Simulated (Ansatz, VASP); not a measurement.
**Re: programs and potentials compared**

```xyz
2
Lattice="2.7608 0.0000 0.0000 -1.3804 2.3909 0.0000 0.0000 0.0000 4.4582" Properties=species:S:1:pos:R:3 pbc="T T T"
Re    1.3804    0.7970    3.3436
Re    0.0000    1.5939    1.1145
```

Alike in all runs: task single point; functional PBE; k mesh 11 × 11 × 6; occupations gaussian, width 0.05 eV; no spin polarisation; no spin-orbit coupling. Pressure is positive in compression and, in plane waves, holds the error of the finite cutoff, which Ansatz's Pulay term estimates and takes out.

| program and potentials | plane-wave cutoff (eV) | notes | pressure (GPa) |
| --- | --- | --- | --- |
| Ansatz, Ansatz PAW | 420 | 15 valence electrons an atom on average; Pulay term of +0.17 GPa included | 5.87 |
| Ansatz, all-electron LAPW, scalar-relativistic | - | - | 5.97 |
| VASP, PBE PAW files Re, 500 eV | 500 | 7 valence electrons an atom on average | 5.47 |

The pressure spans 5.47 (VASP, PBE PAW files Re, 500 eV) to 5.97 GPa (Ansatz, all-electron LAPW, scalar-relativistic), with all-electron results at 5.97.

Differences between rows come from potentials, basis sets and numerical settings, since the functional is the same but for its coding. Runs on potential files found faulty are left out.
